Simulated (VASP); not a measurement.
Method: rev-vdW-DF2, VASP's PBE PAW potentials (set 64) (plane waves; VASP).

A VASP calculation is set up with these files.

KPOINTS:
```
k-points along high-symmetry lines
15
Line-mode
Reciprocal
  0.000000   0.000000   0.000000 ! GAMMA
  0.500000   0.000000   0.500000 ! X

  0.500000   0.000000   0.500000 ! X
  0.625000   0.250000   0.625000 ! U

  0.375000   0.375000   0.750000 ! K
  0.000000   0.000000   0.000000 ! GAMMA

  0.000000   0.000000   0.000000 ! GAMMA
  0.500000   0.500000   0.500000 ! L

  0.500000   0.500000   0.500000 ! L
  0.500000   0.250000   0.750000 ! W

  0.500000   0.250000   0.750000 ! W
  0.500000   0.000000   0.500000 ! X
```

INCAR:
```
PARAM1 = 0.1234568
LUSE_VDW = .TRUE.
ISMEAR = 0   # Gaussian
ALGO = Normal
LASPH = .TRUE.   # aspherical one-centre terms
LREAL = .FALSE.
NELM = 100   # most electronic steps
EDIFF = 1E-7   # SCF stop (eV)
LCHARG = .FALSE.
ICHARG = 11   # fixed density
PREC = Accurate
LWAVE = .FALSE.
ENCUT = 520   # plane-wave cut-off (eV)
ZAB_VDW = -1.8867
AGGAC = 0.0
LORBIT = 11   # lm-projected
SYSTEM = BaF2
PARAM2 = 0.7114
LMAXMIX = 4
GGA = MK
SIGMA = 0.05   # width (eV)
```

### POSCAR
```
BaF2
4.4039950
  0.0000000000   0.7071068409   0.7071068409
  0.7071068409   0.0000000000   0.7071068409
  0.7071068409   0.7071068409   0.0000000000
Ba F
1 2
direct
  0.0000000000   0.0000000000   0.0000000000
  0.2500000000   0.2500000000   0.2500000000
  0.7500000000   0.7500000000   0.7500000000
```

POTCAR, in this order: Ba_sv F (PBE.64 set). Program: vasp_std. Read from the step before: CHGCAR.

The run wrote:

### OUTCAR
```
 ion  position               nearest neighbor table
   1  0.000  0.000  0.000-   3 2.70   3 2.70   3 2.70   2 2.70   3 2.70   2 2.70   2 2.70   2 2.70
  LATTYP: Found a face centered cubic cell.
 ALAT       =     6.2281899832
 Subroutine PRICEL returns:
 Original cell was already a primitive cell.
 Subroutine GETGRP returns: Found 48 space group operations
The static configuration has the point symmetry O_h .
The dynamic configuration has the point symmetry O_h .
 Subroutine INISYM returns: Found 48 space group operations
   k-points           NKPTS =     90   k-points in BZ     NKDIM =     90   number of bands    NBANDS=     16
   number of dos      NEDOS =    301   number of ions     NIONS =      3
   total plane-waves  NPLWV =  46656
   dimension x,y,z NGX =    36 NGY =   36 NGZ =   36
   dimension x,y,z NGXF=    72 NGYF=   72 NGZF=   72
   ions per type =               1   2
   PREC   = accura    normal or accurate (medium, high low for compatibility)
   ISTART =      0    job   : 0-new  1-cont  2-samecut
   ICHARG =     11    charge: 1-file 2-atom 10-const
   ISPIN  =      1    spin polarized calculation?
   LNONCOLLINEAR =      F non collinear calculations
   LSORBIT =      F    spin-orbit coupling
   INIWAV =      1    electr: 0-lowe 1-rand  2-diag
   ENCUT  =  520.0 eV  38.22 Ry    6.18 a.u.   8.19  8.19  8.19*2*pi/ulx,y,z
   NELM   =    100;   NELMIN=  2; NELMDL= -5     # of ELM steps
   EDIFF  = 0.1E-06   stopping-criterion for ELM
   LREAL  =      F    real-space projection
   NLSPLINE    = F    spline interpolate recip. space projectors
   LMAXMIX     =    4 max onsite mixed and CHGCAR
   VOSKOWN=      0    Vosko Wilk Nusair interpolation
   EDIFFG = 0.1E-05   stopping-criterion for IOM
   NSW    =      0    number of steps for IOM
   NBLOCK =      1;   KBLOCK =      1    inner block; outer block
   IBRION =     -1    ionic relax: 0-MD 1-quasi-New 2-CG
   NFREE  =      0    steps in history (QN), initial steepest desc. (CG)
   ISIF   =      2    stress and relaxation
   ISYM   =      2    0-nonsym 1-usesym 2-fastsym
   TEIN   =    0.0    initial temperature
   TEBEG  =    0.0;   TEEND  =   0.0 temperature during run
   SMASS  =  -3.00    Nose mass-parameter (am)
...
```

### OSZICAR
```
       N       E                     dE             d eps       ncg     rms          rms(c)
DAV:   1     0.161777608983E+03    0.16178E+03   -0.13095E+04  2880   0.140E+03
DAV:   2    -0.516693317402E+01   -0.16694E+03   -0.16367E+03  3920   0.283E+02
DAV:   3    -0.120230452719E+02   -0.68561E+01   -0.68495E+01  3880   0.665E+01
DAV:   4    -0.121403035804E+02   -0.11726E+00   -0.11724E+00  3944   0.704E+00
DAV:   5    -0.121427432648E+02   -0.24397E-02   -0.24397E-02  4000   0.675E-01
DAV:   6    -0.121427743891E+02   -0.31124E-04   -0.31124E-04  3816   0.614E-02
DAV:   7    -0.121427755533E+02   -0.11642E-05   -0.11642E-05  3912   0.703E-03
DAV:   8    -0.121427756231E+02   -0.69829E-07   -0.69831E-07  2888   0.122E-03
   1 F= -.12142776E+02 E0= -.12142776E+02  d E =-.646876E-13
```

OUTCAR:
```
 val. band max:       -2.3133080739   @ k =   0.2143   0.2143   0.4286

 cond. band min:       4.1189796104   @ k =   0.0000   0.0000   0.0000



 k-point     1 :       0.0000    0.0000    0.0000
  band No.  band energies     occupation
      1     -25.3588      2.00000
      2     -21.0781      2.00000
      3     -21.0547      2.00000
      4     -10.1978      2.00000
      5     -10.1978      2.00000
      6     -10.1978      2.00000
      7      -3.7690      2.00000
      8      -3.7690      2.00000
      9      -3.7690      2.00000
     10      -2.3930      2.00000
     11      -2.3930      2.00000
     12      -2.3930      2.00000
     13       4.1190      0.00000
     14       6.8388      0.00000
     15       6.8388      0.00000
     16       9.0370      0.00000

 k-point     2 :       0.0357    0.0000    0.0357
  band No.  band energies     occupation
      1     -25.3558      2.00000
      2     -21.0796      2.00000
      3     -21.0586      2.00000
      4     -10.2029      2.00000
      5     -10.2029      2.00000
      6     -10.1962      2.00000
      7      -3.7598      2.00000
      8      -3.7598      2.00000
      9      -3.7546      2.00000
     10      -2.4156      2.00000
     11      -2.3910      2.00000
     12      -2.3910      2.00000
     13       4.1593      0.00000
     14       6.8201      0.00000
     15       6.8524      0.00000
     16       9.0141      0.00000

 k-point     3 :       0.0714    0.0000    0.0714
  band No.  band energies     occupation
      1     -25.3467      2.00000
      2     -21.0840      2.00000
      3     -21.0702      2.00000
      4     -10.2180      2.00000
      5     -10.2180      2.00000
      6     -10.1913      2.00000
      7      -3.7323      2.00000
      8      -3.7323      2.00000
      9      -3.7118      2.00000
     10      -2.4812      2.00000
     11      -2.3853      2.00000
     12      -2.3853      2.00000
     13       4.2774      0.00000
     14       6.7655      0.00000
...
```

The density is held fixed in this step, so its total energy and stress have no physical meaning. Unless said otherwise, spin-orbit coupling is left out, though it shifts the bands of the heavy elements here.

The compound is BaF2 in the fluorite structure. It was relaxed first.
